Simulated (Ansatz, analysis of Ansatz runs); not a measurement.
**A defect in a sheet: V_Pt in monolayer PtS2**

We look for the structure, spin, formation energy and gap states of neutral V_Pt in monolayer PtS2. Model: a cell of 48 host atoms with 1 Pt taken out.

Calculated with Ansatz 0.2.0; plane-wave PAW DFT, LDA and PBEsol; supercells relaxed in a periodic cell with vacuum, the primitive cell and the final single points with the Coulomb interaction cut along the normal.

**1. Set-up**

The cell holds 47 atoms: 15 Pt and 32 S. Cell: a = 14.054 Å, b = 14.054 Å, c = 32.000 Å, α = 90.0°, β = 90.0°, γ = 120.0°. It derives from PtS2 (PtS2 monolayer (from P-3m1)), repeated 4×4×1. Vacuum lies along c. Nearest the centre at fractional (0.583, 0.417, 0.500): S20 at 2.36 Å, S18 at 2.36 Å, S32 at 2.36 Å, S17 at 2.36 Å, S31 at 2.36 Å, S29 at 2.36 Å, Pt16 at 3.51 Å, Pt30 at 3.51 Å.

Coordinates:

```xyz
47
Lattice="14.0535 0.0000 0.0000 -7.0268 12.1707 0.0000 0.0000 0.0000 32.0000" Properties=species:S:1:pos:R:3
Pt    0.0000    2.0284   16.0000
S     3.5134    0.0000   17.2122
S     1.7567    1.0142   14.7878
Pt   -1.7567    5.0711   16.0000
S     1.7567    3.0427   17.2122
S     0.0000    4.0569   14.7878
Pt   -3.5134    8.1138   16.0000
S     0.0000    6.0853   17.2122
S    -1.7567    7.0996   14.7878
Pt   -5.2701   11.1565   16.0000
S    -1.7567    9.1280   17.2122
S    -3.5134   10.1422   14.7878
Pt    3.5134    2.0284   16.0000
S     7.0268    0.0000   17.2122
S     5.2701    1.0142   14.7878
Pt    1.7567    5.0711   16.0000
S     5.2701    3.0427   17.2122
S     3.5134    4.0569   14.7878
Pt    0.0000    8.1138   16.0000
S     3.5134    6.0853   17.2122
S     1.7567    7.0996   14.7878
Pt   -1.7567   11.1565   16.0000
S     1.7567    9.1280   17.2122
S     0.0000   10.1422   14.7878
Pt    7.0268    2.0284   16.0000
S    10.5401    0.0000   17.2122
S     8.7834    1.0142   14.7878
S     8.7834    3.0427   17.2122
S     7.0268    4.0569   14.7878
Pt    3.5134    8.1138   16.0000
S     7.0268    6.0853   17.2122
S     5.2701    7.0996   14.7878
Pt    1.7567   11.1565   16.0000
S     5.2701    9.1280   17.2122
S     3.5134   10.1422   14.7878
Pt   10.5401    2.0284   16.0000
S    14.0535    0.0000   17.2122
S    12.2968    1.0142   14.7878
Pt    8.7834    5.0711   16.0000
S    12.2968    3.0427   17.2122
S    10.5401    4.0569   14.7878
Pt    7.0268    8.1138   16.0000
S    10.5401    6.0853   17.2122
S     8.7834    7.0996   14.7878
Pt    5.2701   11.1565   16.0000
S     8.7834    9.1280   17.2122
S     7.0268   10.1422   14.7878
```

The cell's shortest repeat is 14.1 Å.

**2. The perfect sheet**

One layer is cut from the bulk crystal and relaxed, atoms and in-plane cell, with the Coulomb interaction cut along the normal so that the layer doesn't feel its images.

The input, cell/input.yaml:

```yaml
crystal:
  lattice:
    - [3.5432, 0.0, 0.0]
    - [-1.7716, 3.068501, 0.0]
    - [0.0, 0.0, 26.287615]
  atoms:
    - { symbol: Pt, position: [0.3333333, 0.6666667, 0.5] }
    - { symbol: S, position: [1.0, 0.0, 0.5435113] }
    - { symbol: S, position: [0.6666667, 0.3333333, 0.4564887] }
  periodic: [true, true, false]
basis:
  ecutwfc: 420
  xc_grid: 2
hamiltonian:
  xc: lda
kpoints:
  mp_grid: { grid: [11, 11, 1] }
scf:
  occupations: { method: fermi_dirac, width: 0.02 }
  max_iter: 60
relax:
  f_tol: 0.005
  max_steps: 60
  cell: {}
output:
  forces: true
checkpoint:
  write: "../cell.run"
  compress: false
  write_wavefunctions: false
  write_every: 100000
```

On the command line:

```
$ ansatz run input.yaml --threads 4 --pin off --max-ram 10362MiB --backend cpu --events-out ev --progress --plain --runs-dir out
```

Numbers of over 12 decimals in the logs are rounded to 6 here.

Log:

```text
[... repeated set-up lines and file paths are left out, and long positions are rounded to six places ...]
Warning: crystal.periodic: the lattice vector that does not repeat stood 0.000° off the slab's normal, 26.288 Å along it as the deck builds it. [...]
crystal.periodic: the lattice vector that does not repeat stood 0.000° off the slab's normal, 26.288 Å along it as the deck builds it. [...]
Engine: ansatz 0.2.0, aarch64-unknown-linux-gnu
Pseudopotentials: kind: paw
Pseudopotential: Pt, paw, valence charge 18, recommended cutoff 420 eV (normal), Pt.paw.azcp
Pseudopotential: S, paw, valence charge 6, recommended cutoff 420 eV (normal), S.paw.azcp
Functional definition: SPW92
  exchange = slater_x
  correlation = pw_c
Crystal: 3 atoms, lattice volume = 308.504 Å³
Basis set: ecut = 420 eV, 5945 PW (Γ), exchange–correlation on 48×48×384 points (8 copies of the dense FFT grid, shifted against one another)
Bands: 19, of which v1, the nominal top of the filled ones, is band 15 counted from 1 (14 counted from 0)
Symmetry: 12 space group operations
Space group: P-3m1 (ITA 164), of the structure as read, at distance tolerance 6.8e-5 Å
k-points: 16 of 121
Non-local potential: Pt, projectors of the file, l = 0: 3, l = 1: 2, l = 2: 2, l = 3: 1
Non-local potential: S, projectors of the file, l = 0: 2, l = 1: 2, l = 2: 2
PAW form: soft (Blöchl's): semilocal exchange-correlation on the pseudo side does not see the compensation charge
PAW frozen core: Pt, regenerated for the run's functional, and the local potential with it (the file was generated under x = pbe(κ = 0.804, μ = 0.219515), c = pbe(β = 0.066725))
PAW frozen core: S, regenerated for the run's functional, and the local potential with it (the file was generated under x = pbe(κ = 0.804, μ = 0.219515), c = pbe(β = 0.066725))
PAW one-centre angular grid: Pt, 590 points (default); XC on 64 Gauss nodes
PAW one-centre angular grid: S, 110 points (default); XC on 64 Gauss nodes
Initial density: superposition of atomic densities (neutral atoms: chi_scale 0, normalization atom), corrected by the library's trained network
Initial wavefunctions: pseudopotential atomic-orbital guess
Functional: x = slater, c = lda
SCF iter   1: F=—  HF=-13985.133952 eV  |F-HF|=—  |Δ(HF+E_count)|=         —  Δρ=2.98e-3  dr2=3.53e-2  ethr=1.77e-3  ⟨swp⟩=15.9  Hψ=3038  notcnv=0
preconditioner: auto → none  [insulator: Δε(μ)=1.700 eV  Ē_g=9.677 eV  σ=0.020 eV  W_gap=1.00  n_scr=16 (ndim 8)  ℏωp=9.9 eV  f_vac=0.786  D(μ)=0.00/eV (n_scr^D=0)  ε∞_Penn≈2.1]
SCF iter   2: F=—  HF=-13985.134247 eV  |F-HF|=—  |Δ(HF+E_count)|=   2.95e-4  Δρ=2.58e-3  dr2=3.75e-2  ethr=1.18e-4  ⟨swp⟩=4.6  Hψ=905  notcnv=0
[...]
relax step   1: F+E_penalty+E_count = -13985.12715095 eV  Δ(F+E_penalty+E_count) = +0.000e0 eV  max|allowed force component| = 7.023e-1 eV/Å  Δτ_max = 0.0000 Å  P = +1.265 N/m  Ω = 308.504 Å³  fix = [c, alpha, beta]  reactions: c +0.000 N/m  (7 SCF iters, dr2 threshold 1.00e-7 eV, accepted)
[...]
relax step   2: F+E_penalty+E_count = -13985.16583629 eV  Δ(F+E_penalty+E_count) = -3.869e-2 eV  max|allowed force component| = 1.793e-1 eV/Å  Δτ_max = 0.0827 Å  P = -0.502 N/m  Ω = 302.986 Å³  energy of the carried Pulay correction = +1.777e-4 eV  fix = [c, alpha, beta]  reactions: c -0.000 N/m  (6 SCF iters, dr2 threshold 3.00e-7 eV, accepted)
[...]
relax step   5: F+E_penalty+E_count = -13985.16805266 eV  Δ(F+E_penalty+E_count) = +1.556e-4 eV  max|allowed force component| = 3.414e-4 eV/Å  Δτ_max = 0.0000 Å  P = -0.012 N/m  Ω = 303.333 Å³  fix = [c, alpha, beta]  reactions: c -0.000 N/m  stress off target by 1.16e-2 N/m on what of the cell is left free  SCF on the basis re-selected at this cell (its energy is not comparable with the rows above)  (6 SCF iters)
basis re-selected at this cell: Δ(F+E_penalty+E_count) = +1.556e-4 eV, ΔP = -0.001 N/m vs the last step (what re-selecting the basis moved, of the pressure what is left beyond the Pulay correction that the steps carried, after the strain that the cell walked [...]
SCF converged after 6 iterations
Free energy (F): -13985.168053 eV
Harris-Foulkes:  -13985.168053 eV  (|F-HF|=2.06e-10)
Internal energy: -13985.168053 eV  (E = F + TS)
E sigma→0 (E₀):  -13985.168053 eV
Fermi energy:    -5.606775 eV
--- Per-component energies (eV) ---
  E_band       = -818.342684
  E_kinetic    = 853.204650
  E_local      = -48425.125865  (includes V_loc(G=0)·N_el)
  E_nonlocal   = 264.285970
  E_hartree    = 23636.659621
  E_xc         = -453.154040
  E_vxc        = -478.559328  (∫ρ·V_xc dr)
  E_paw        = -10314.717187  (= ΣΔE_a)
  E_vpaw       = -305.467736  (= ΣTr[D̂ρ^β])
  E_aug_tail   = 0.000161  (compensation charges beyond the density's cutoff)
  E_ewald      = 20452.908373
  E_core_change = 0.770265  (= ΣΔE_core)
  E_smearing   = -0.000000  (= −TS)
  E_closure    = 0.000000  (closes the sum)
  Σ components = -13985.168053   (vs F -13985.168053, Δ=0.00e0)
--- Forces (eV/Å), atoms counted from 1 ---
  atom   1  Pt     0.00000000     0.00000000     0.00000000
  atom   2  S      0.00000000     0.00000000    -0.00034144
  atom   3  S     -0.00000000    -0.00000000     0.00034144
  max |Σ_I F_I| component: 4.63e-18 eV/Å
--- 2D stress c σ (N/m, compression-positive) ---
       -0.011577      -0.000000      -0.000000
       -0.000000      -0.011577      -0.000000
       -0.000000      -0.000000      -0.000000
  P = ½ c Tr σ = -0.0116 N/m
--- Relaxed structure (4 steps of the walk, 4 accepted, 1 SCFs on fresh bases) ---
  F+E_penalty+E_count = -13985.16805266 eV   max|allowed force component| = 3.414e-4 eV/Å   (the final SCF, on the basis selected at the relaxed cell)
  cell:  # Å, volume = 303.3326 Å³
    - [3.513375, 0.0, 0]
    - [-1.756688, 3.042672, 0]
    - [0, 0, 28.375233210198]
  atoms:
    - { symbol: Pt, position: [0.333333, 0.666667, 0.463214] }
    - { symbol: S, position: [1.0, 0, 0.505934] }
    - { symbol: S, position: [0.666667, 0.333333, 0.420494] }
```

The job ended after 8 s (4 threads of Arm Neoverse V1, shared host; peak memory 0.55 GiB).

The in-plane vectors went from 3.543 and 3.543 Å, as in the bulk, to 3.513 and 3.513 Å; the layer is 2.42 Å thick between its outer atoms.

**3. Does the sheet stay flat and symmetric?**

The defect-free supercell is relaxed from atoms displaced by 0.08 Å at random. A buckling or a charge-density wave of the sheet itself would otherwise be counted to the defect.

The input, pristine.relax/input.yaml:

```yaml
crystal:
  lattice:
    - [14.0535002874, 0.0, 0.0]
    - [-7.0267501437, 12.1706882609, 0.0]
    - [0.0, 0.0, 14.0]
  atoms:
    - { symbol: Pt, position: [0.0833333333, 0.1666666667, 0.5] }
    - { symbol: S, position: [0.25, 0.0, 0.5865851876] }
    - { symbol: S, position: [0.1666666667, 0.0833333333, 0.4134148124] }
    - { symbol: Pt, position: [0.0833333333, 0.4166666667, 0.5] }
[... 38 atom lines left out ...]
    - { symbol: Pt, position: [0.8333333333, 0.6666666667, 0.5] }
    - { symbol: S, position: [1.0, 0.5, 0.5865851876] }
    - { symbol: S, position: [0.9166666667, 0.5833333333, 0.4134148124] }
    - { symbol: Pt, position: [0.8333333333, 0.9166666667, 0.5] }
    - { symbol: S, position: [1.0, 0.75, 0.5865851876] }
    - { symbol: S, position: [0.9166666667, 0.8333333333, 0.4134148124] }
basis:
  ecutwfc: 420
  xc_grid: 2
hamiltonian:
  xc: lda
kpoints:
  mp_grid: { grid: [1, 1, 1] }
scf:
  occupations: { method: fermi_dirac, width: 0.01 }
  max_iter: 60
output:
  forces: true
relax:
  f_tol: 0.015
  max_steps: 100
  random_displacement: { amplitude: 0.08, seed: 6666 }
```

Log:

```text
[...]
Crystal: 48 atoms, lattice volume = 2394.571 Å³
Basis set: ecut = 420 eV, 46817 PW (Γ), exchange–correlation on 192×192×192 points (8 copies of the dense FFT grid, shifted against one another)
Bands: 288, of which v1, the nominal top of the filled ones, is band 240 counted from 1 (239 counted from 0)
Symmetry: 1 space group operations
k-points: 1
[...]
SCF iter   1: F=—  HF=-223759.505288 eV  |F-HF|=—  |Δ(HF+E_count)|=         —  Δρ=3.67e-3  dr2=3.72e-1  ethr=1.77e-3  ⟨swp⟩=7.0  Hψ=1176  notcnv=0  defer=18
[...]
SCF iter   9: F=-223759.443221 eV  HF=-223759.443223 eV  |F-HF|=1.91e-6  |Δ(HF+E_count)|=   3.96e-7  Δρ=6.14e-6  dr2=2.68e-6  ethr=1.17e-9  ⟨swp⟩=3.0  Hψ=1036  notcnv=0
SCF 1 converged in 9 iterations: F = -223759.443221 eV  dr2 = 2.68e-6
[...]
- { symbol: S, position: [0.249889, 0.500039, 0.586703] }
    - { symbol: S, position: [0.166564, 0.583361, 0.413080] }
    - { symbol: Pt, position: [0.083239, 0.916705, 0.499881] }
    - { symbol: S, position: [0.249899, 0.750026, 0.586694] }
    - { symbol: S, position: [0.166583, 0.833376, 0.413079] }
    - { symbol: Pt, position: [0.333236, 0.166709, 0.499938] }
[...]
- { symbol: Pt, position: [0.333232, 0.416704, 0.499923] }
[...]
- { symbol: Pt, position: [0.333231, 0.666697, 0.499892] }
[...]
- { symbol: Pt, position: [0.333234, 0.916702, 0.499913] }
[...]
- { symbol: Pt, position: [0.833225, 0.166695, 0.499914] }
[...]
- { symbol: Pt, position: [0.833235, 0.416701, 0.499967] }
[...]
- { symbol: Pt, position: [0.833241, 0.666704, 0.499946] }
    - { symbol: S, position: [0.999932, 0.500056, 0.586721] }
    - { symbol: S, position: [0.916543, 0.583349, 0.413135] }
    - { symbol: Pt, position: [0.833229, 0.916697, 0.499888] }
    - { symbol: S, position: [0.999938, 0.750058, 0.586707] }
    - { symbol: S, position: [0.916555, 0.833344, 0.413093] }
[key lines of the parts left out:]
SCF converged after 7 iterations
Free energy (F): -223761.917950 eV
Fermi energy:    0.318421 eV
```

The job ended after 73 s (4 threads; peak memory 2.1 GiB).

At the zone centre alone the symmetric supercell lies within 17 meV an atom of the primitive cell's dense mesh.

It ends 0.002 eV below the symmetric cell, so the symmetric sheet is kept as the host.

**4. Band edges against the vacuum level**

With the interaction cut along the normal, the potential far from the sheet is the zero of energy, so band edges and defect states of different cells share one scale, as long as a cell has no dipole along the normal.

The input, host/input.yaml:

```yaml
crystal:
  lattice:
    - [3.5133750718, 0.0, 0.0]
    - [-1.7566875359, 3.0426720652, 0.0]
    - [0.0, 0.0, 32.0]
  atoms:
    - { symbol: Pt, position: [0.3333333333, 0.6666666667, 0.5] }
    - { symbol: S, position: [1.0, 0.0, 0.5378810196] }
    - { symbol: S, position: [0.6666666667, 0.3333333333, 0.4621189804] }
  periodic: [true, true, false]
basis:
  ecutwfc: 420
  xc_grid: 2
hamiltonian:
  xc: lda
kpoints:
  mp_grid: { grid: [4, 4, 1] }
  band_path: { path: [VBM, CBM], npoints: 1 }
scf:
  occupations: { method: fixed }
  max_iter: 60
output:
  forces: true
  eigenvalues: true
  write_potential: true
  volumetric_format: npy
```

Log:

```text
[...]
Crystal: 3 atoms, lattice volume = 342.082 Å³
Basis set: ecut = 420 eV, 6665 PW (Γ), exchange–correlation on 48×48×432 points (8 copies of the dense FFT grid, shifted against one another)
Bands: 19, of which v1, the nominal top of the filled ones, is band 15 counted from 1 (14 counted from 0)
Symmetry: 12 space group operations
[...]
k-points: 4 of 16
[...]
SCF iter   1: F=—  HF=-13985.121867 eV  |F-HF|=—  |Δ(HF+E_count)|=         —  Δρ=2.33e-3  dr2=2.15e-2  ethr=1.77e-3  ⟨swp⟩=8.0  Hψ=499  notcnv=0  defer=8
[...]
SCF iter   7: F=-13985.119744 eV  HF=-13985.119744 eV  |F-HF|=2.54e-9  |Δ(HF+E_count)|=   1.29e-7  Δρ=8.53e-7  dr2=4.19e-9  ethr=3.33e-10  ⟨swp⟩=26.2  Hψ=1028  notcnv=0
SCF 1 converged in 7 iterations: F = -13985.119744 eV  dr2 = 4.19e-9
[...]
NSCF: frozen V_eff on 7 k-points
[...]
SCF converged after 7 iterations
Free energy (F): -13985.119744 eV
[...]
Internal energy: -13985.119744 eV  (E = F + TS)
E sigma→0 (E₀):  -13985.119744 eV
Fermi energy:    -6.660893 eV
[...]
--- Forces (eV/Å), atoms counted from 1 ---
  atom   1  Pt     0.00000000     0.00000000     0.00000000
  atom   2  S      0.00000000     0.00000000     0.04287460
  atom   3  S     -0.00000000    -0.00000000    -0.04287460
  max |Σ_I F_I| component: 6.94e-18 eV/Å
--- Band table (eV) ---
[...]
[... further k-points left out ...]
```

It took 4.4 s on 4 threads; peak memory 0.46 GiB.

In the SCF lines HF is the Harris–Foulkes energy and dr2 the Hartree energy of the density residual, in eV; the loop may stop once dr2 is under the threshold and the program's other checks hold. Hψ counts applications of the Hamiltonian.

The band edges were searched for over the zone, on the density of this mesh. The valence top lies 6.49 eV and the conduction bottom 4.74 eV below the vacuum level: a gap of 1.74 eV.

(Continued in part 2 of 3.)

[Logs are printed without paths, hosts, clocks, repeated set-up lines and the standing remarks that a program may print on its own settings, such as how far it seeks lower states.]

[Hosts, paths, dates, database ids (printed as entryN), source tags and the programs' standing remarks are cut or masked in the printed files.]

[Maps of the electrostatic potential energy from Ansatz leave out the sawtooth potential of an applied field or a dipole correction, so their vacuum need not be flat.]
